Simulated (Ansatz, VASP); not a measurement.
# Ta2MoS2NO2 (2H-MoS2 under Ta2NO2 MXene, AC): VASP beside Ansatz, part 2 of 2

Wanted: the spread between two codes on one cell, functional and k mesh. The structure shown is the start of the Ansatz relaxation below; VASP solves that cell, so the two are compared at the walk's first step.

VASP 6.6.1 and Ansatz 0.2.0.

So far: The starting structure; Ansatz: relaxation, PBEsol with D3(BJ).

## Step 3: VASP: single point, PBEsol with D3(BJ), start cell

Level of this step: PBEsol with D3(BJ), no spin polarisation; plane waves and PAW (S, Mo_sv, O, Ta_pv, N) (VASP).

The same cell, functional, mesh and smearing now go to VASP, with its own data sets.

Lines of VASP's logs that name or quote its potential files are left out, and so is its time.

Contents of INCAR:

```
SYSTEM = Ta2MoS2NO2
PREC = Accurate
ENCUT = 520
EDIFF = 1E-06
NELM = 120
ISMEAR = -1
SIGMA = 0.05
LREAL = .FALSE.
ALGO = Normal
GGA = PS
IVDW = 12
NBANDS = 40
LASPH = .TRUE.
LORBIT = 11
LWAVE = .FALSE.
LCHARG = .FALSE.
ISIF = 2
LDIPOL = .TRUE.
IDIPOL = 3
DIPOL = 0.5 0.5 0.327
LVHAR = .TRUE.
GGA_COMPAT = .FALSE.
NELMDL = -8
KPAR = 2
```

Contents of POSCAR:

```
Ta2MoS2NO2
1.0
    3.1672900000      0.0000000000      0.0000000000
   -1.5836450000      2.7429540000      0.0000000000
    0.0000000000      0.0000000000     46.0685730000
S Mo O Ta N
2 1 2 2 1
Direct
    0.3333333333      0.6666666667      0.1953609460
    0.3333333333      0.6666666667      0.2661814161
    0.0000000000      0.0000000000      0.2307711810
    0.0000000000      0.0000000000      0.3302163929
    0.3333333333      0.6666666667      0.4370503727
    0.3333333333      0.6666666667      0.3566146709
    0.0000000000      0.0000000000      0.4106520729
    0.6666666667      0.3333333333      0.3836333719
```

Contents of KPOINTS:

```
Automatic mesh
0
Gamma
12 12 1
0 0 0
```

Potentials, in the order of the species: S, Mo_sv, O, Ta_pv and N (PBE family, release 64).

Started as:

```
mpirun -np 2 vasp_std
```

Numbers of over 12 decimals in the logs are rounded to 6 here.

Output:

```text
[banner, memory and clock lines left out]
running    2 mpi-ranks, on    1 nodes
 distrk:  each k-point on    1 cores,    2 groups
 distr:  one band on    1 cores,    1 groups

 POSCAR found type information on POSCAR S MoO TaN
 POSCAR found :  5 types and       8 ions
|                                                                             |
|               ----> ADVICE to this user running VASP <----                  |
|                                                                             |
|     You enforced a specific xc type in the INCAR file but a different       |
|     [... a line on the potential file left out ...]
|     I HOPE YOU KNOW WHAT YOU ARE DOING!                                     |
|                                                                             |

 LDA part: xc-table for (Slater+PW92), standard interpolation
 POSCAR, INCAR and KPOINTS ok, starting setup
 FFT: planning ... GRIDC
 FFT: planning ... GRID_SOFT
 FFT: planning ... GRID
 WAVECAR not read
 entering main loop
       N       E                     dE             d eps       ncg     rms          rms(c)
DAV:   1     0.538739516615E+03    0.53874E+03   -0.32966E+04  2000   0.132E+03
DAV:   2    -0.278318017052E+02   -0.56657E+03   -0.55453E+03  1992   0.323E+02
DAV:   3    -0.832278837802E+02   -0.55396E+02   -0.54543E+02  1848   0.973E+01
DAV:   4    -0.852996188426E+02   -0.20717E+01   -0.20570E+01  2048   0.187E+01
DAV:   5    -0.853538513361E+02   -0.54232E-01   -0.54166E-01  1896   0.280E+00
DAV:   6    -0.853565203246E+02   -0.26690E-02   -0.26676E-02  2088   0.577E-01
DAV:   7    -0.853566004566E+02   -0.80132E-04   -0.80114E-04  1912   0.966E-02
DAV:   8    -0.853566053586E+02   -0.49021E-05   -0.49009E-05  1904   0.208E-02    0.381E+01
DAV:   9    -0.773905393628E+02    0.79661E+01   -0.57568E+01  1816   0.362E+01    0.164E+01
DAV:  10    -0.768123490204E+02    0.57819E+00   -0.10715E+01  1856   0.176E+01    0.924E+00
DAV:  11    -0.768951392775E+02   -0.82790E-01   -0.78345E+00  1904   0.143E+01    0.523E+00
DAV:  12    -0.793881728340E+02   -0.24930E+01   -0.26850E+01  2248   0.171E+01    0.863E+00
DAV:  13    -0.763293772655E+02    0.30588E+01   -0.27496E+01  2064   0.103E+01    0.112E+00
DAV:  14    -0.763504229904E+02   -0.21046E-01   -0.52754E-01  1792   0.301E+00    0.771E-01
[...]
DAV:  32    -0.763131403637E+02    0.20898E-05   -0.85310E-07  1288   0.553E-03    0.185E-02
DAV:  33    -0.763131668039E+02   -0.26440E-04   -0.87427E-05  1928   0.749E-02    0.236E-02
DAV:  34    -0.763131958425E+02   -0.29039E-04   -0.12684E-04  1872   0.774E-02    0.369E-02
DAV:  35    -0.763131669726E+02    0.28870E-04   -0.25875E-05  1608   0.403E-02    0.295E-02
DAV:  36    -0.763131802152E+02   -0.13243E-04   -0.13364E-05  1648   0.233E-02    0.231E-02
DAV:  37    -0.763131778522E+02    0.23630E-05   -0.55728E-06  1520   0.168E-02    0.174E-02
DAV:  38    -0.763131840848E+02   -0.62326E-05   -0.32461E-06  1400   0.144E-02    0.905E-03
DAV:  39    -0.763131837897E+02    0.29509E-06   -0.40841E-06  1552   0.125E-02
   1 F= -.78315977E+02 E0= -.78308902E+02  d E =-.141494E-01
```

OUTCAR, selected parts (step 3):

```text
ion  position               nearest neighbor table
   1  0.333  0.667  0.195-   3 2.45   3 2.45   3 2.45
   2  0.333  0.667  0.266-   3 2.45   3 2.45   3 2.45
   3  0.000  0.000  0.231-   1 2.45   1 2.45   2 2.45   2 2.45   1 2.45   2 2.45
   4  0.000  0.000  0.330-   6 2.20   6 2.20   6 2.20
   5  0.333  0.667  0.437-   7 2.20   7 2.20   7 2.20
   6  0.333  0.667  0.357-   4 2.20   4 2.20   4 2.20   8 2.21   8 2.21   8 2.21   7 3.09   7 3.09
                             7 3.09
   7  0.000  0.000  0.411-   5 2.20   5 2.20   5 2.20   8 2.21   8 2.21   8 2.21   6 3.09   6 3.09
                             6 3.09
   8  0.667  0.333  0.384-   6 2.21   7 2.21   7 2.21   6 2.21   6 2.21   7 2.21

  LATTYP: Found a hexagonal cell.
 ALAT       =     3.1672900000
 C/A-ratio  =    14.5451073315

 Subroutine GETGRP returns: Found  6 space group operations
 (whereof  6 operations were pure point group operations)

The static configuration has the point symmetry C_3v.

 Found     19 irreducible k-points:

   k-points           NKPTS =     19   k-points in BZ     NKDIM =     19   number of bands    NBANDS=     40

   dimension x,y,z NGX =    24 NGY =   24 NGZ =  350
   dimension x,y,z NGXF=    48 NGYF=   48 NGZF=  700

   ENCUT  =  520.0 eV  38.22 Ry    6.18 a.u.   5.89  5.89 85.66*2*pi/ulx,y,z

   NELECT =      65.0000    total number of electrons

 k-points in reciprocal lattice and weights: Automatic mesh
   0.00000000  0.00000000  0.00000000       0.007
   0.08333333  0.00000000  0.00000000       0.042
   0.16666667  0.00000000  0.00000000       0.042
   0.25000000  0.00000000  0.00000000       0.042
   0.33333333  0.00000000  0.00000000       0.042
   0.41666667  0.00000000  0.00000000       0.042
   0.50000000  0.00000000  0.00000000       0.021
   0.08333333  0.08333333  0.00000000       0.042
   0.16666667  0.08333333  0.00000000       0.083
[...]
0.33333333  0.25000000  0.00000000       0.083
   0.33333333  0.33333333  0.00000000       0.014

 dipolmoment           0.000000      0.000000      0.013694 electrons x Angstroem

 average (electrostatic) potential at core
       1 -93.7685       2 -93.7708       3 -83.9109       4 -78.5351       5 -78.5019
       6 -46.7240       7 -46.7277       8 -73.2744

 E-fermi :  -2.4064

 k-point     1 :       0.0000    0.0000    0.0000
  band No.  band energies     occupation
    ...
     30      -3.7189      2.00000
     31      -3.4876      2.00000
     32      -3.4876      2.00000
     33      -2.9738      1.99998
     34      -2.7675      1.99854
     35      -1.2699      0.00000
     36      -1.2699      0.00000
     37      -0.9534      0.00000
     38      -0.2946      0.00000
     39       0.0339      0.00000
    ...

 k-point     2 :       0.0833    0.0000    0.0000
  band No.  band energies     occupation
    ...
     30      -3.6091      2.00000
     31      -3.5338      2.00000
     32      -3.2338      2.00000
     33      -2.8854      1.99986
     34      -2.7605      1.99832
     35      -1.2275      0.00000
     36      -1.1672      0.00000
     37      -0.8622      0.00000
     38      -0.1991      0.00000
     39      -0.0293      0.00000
    ...

 k-point     3 :       0.1667    0.0000    0.0000
  band No.  band energies     occupation
    ...
     30      -3.9465      2.00000
     31      -3.6275      2.00000
     32      -2.9932      1.99998
     33      -2.7055      1.99497
     34      -2.4326      1.25568
     35      -1.1857      0.00000
     36      -0.8324      0.00000
     37      -0.5853      0.00000
     38      -0.4798      0.00000
     39      -0.1700      0.00000
    ...

 Edisp (eV)   -2.00279

  Total     -13.23325   -13.23325   -17.56421     0.00000    -0.00000     0.00000
  in kB     -52.97438   -52.97440   -70.31180     0.00000    -0.00000     0.00000
  external pressure =      -58.75 kB  Pullay stress =        0.00 kB

  energy-cutoff  :      520.00
  volume of cell :      400.23
      direct lattice vectors                 reciprocal lattice vectors
     3.167290000  0.000000000  0.000000000     0.315727325  0.182285230  0.000000000
    -1.583645000  2.742954000  0.000000000     0.000000000  0.364570459  0.000000000
     0.000000000  0.000000000 46.068573000     0.000000000  0.000000000  0.021706772

 POSITION                                       TOTAL-FORCE (eV/Angst)
 -----------------------------------------------------------------------------------
     -0.00000      1.82864      9.00000        -0.000000     -0.000000      1.486901
     -0.00000      1.82864     12.26260         0.000000     -0.000000     -1.409810
      0.00000      0.00000     10.63130        -0.000000     -0.000000      0.079551
      0.00000      0.00000     15.21260        -0.000000      0.000000      2.523874
     -0.00000      1.82864     20.13429         0.000000      0.000000     -2.595867
     -0.00000      1.82864     16.42873         0.000000      0.000000     -0.426229
      0.00000      0.00000     18.91815         0.000000      0.000000      0.343658
      1.58365      0.91432     17.67344         0.000000      0.000000     -0.002077
 -----------------------------------------------------------------------------------
    total drift:                                0.000000      0.000004     -0.001583

  FREE ENERGIE OF THE ION-ELECTRON SYSTEM (eV)
  ---------------------------------------------------
  free  energy   TOTEN  =       -78.3159771455 eV

  energy  without entropy=      -78.3018277149  energy(sigma->0) =      -78.30890243

 vacuum level on the upper side and lower side of the slab         3.643         3.357

 total charge
# of ion       s       p       d       tot
------------------------------------------
    1        1.358   2.292   0.000   3.650
    2        1.360   2.288   0.000   3.648
    3        2.280   6.202   3.882  12.363
    4        1.568   3.351   0.000   4.919
    5        1.567   3.351   0.000   4.918
    6        0.270   6.203   2.246   8.719
    7        0.270   6.203   2.244   8.717
    8        1.227   2.491   0.000   3.718
--------------------------------------------------
tot          9.902  32.381   8.371  50.654

[... 3 further parts left out ...]
```

This run has no spin polarisation, so a moment on Mo, if there is one, isn't seen. Its electron count is odd, so without a moment it is a metal by construction.

## Step 4: Comparison

Known differences besides the potentials themselves: Ansatz cuts the interaction across the vacuum, VASP repeats the sheet with a dipole correction; the data sets hold 69 valence electrons in Ansatz (on its default PAW (the set named soft_2) files) and 65 in VASP; the cutoff is 420 eV in Ansatz and 520 eV in VASP; Ansatz makes its cores anew for this functional, VASP keeps those of its PBE data sets. Total energies have different zeros and are not compared.

Forces (eV/Å; atoms numbered as in POSCAR):

| atom | Ansatz x, y, z | VASP x, y, z |
| --- | --- | --- |
| S1 | 0.000, 0.000, 1.490 | 0.000, 0.000, 1.487 |
| S2 | 0.000, 0.000, -1.414 | 0.000, 0.000, -1.410 |
| Mo3 | 0.000, 0.000, 0.080 | 0.000, 0.000, 0.080 |
| O4 | 0.000, 0.000, 2.579 | 0.000, 0.000, 2.524 |
| O5 | 0.000, 0.000, -2.641 | 0.000, 0.000, -2.596 |
| Ta6 | 0.000, 0.000, -0.436 | 0.000, 0.000, -0.426 |
| Ta7 | 0.000, 0.000, 0.343 | 0.000, 0.000, 0.344 |
| N8 | 0.000, 0.000, -0.002 | 0.000, 0.000, -0.002 |

The forces differ by 15 meV/Å r.m.s., which is 1.7 % of the r.m.s. force of 0.857 eV/Å (both taken over all components). With vacuum in the cell, a pressure given here is an average over mostly empty space and none of the material.

## Step 5: Summary of results

| Quantity | Value |
| --- | --- |
| r.m.s. force difference (single point, PBEsol with D3(BJ), start cell) | 1.7 % of the r.m.s. force |

What this shows: The r.m.s. force difference is 1.7 % of the r.m.s. force (single point, PBEsol with D3(BJ), start cell), within the 3 % picked in this series as the mark of a large difference. The data sets hold unlike numbers of valence electrons (69 in Ansatz and 65 in VASP), so part of the differences comes from the potentials. 1 further run of this series is not shown here. How closely two codes agree says nothing of how well the functional describes the real material.

[Lines on the potential files, build, host, timing and source positions are cut from VASP's logs without a mark.]

[Logs are printed without paths, hosts, clocks, repeated set-up lines and the standing remarks that a program may print on its own settings, such as how far it seeks lower states.]

[Hosts, paths, dates, database ids (printed as entryN), source tags and the programs' standing remarks are cut or masked in the printed files.]
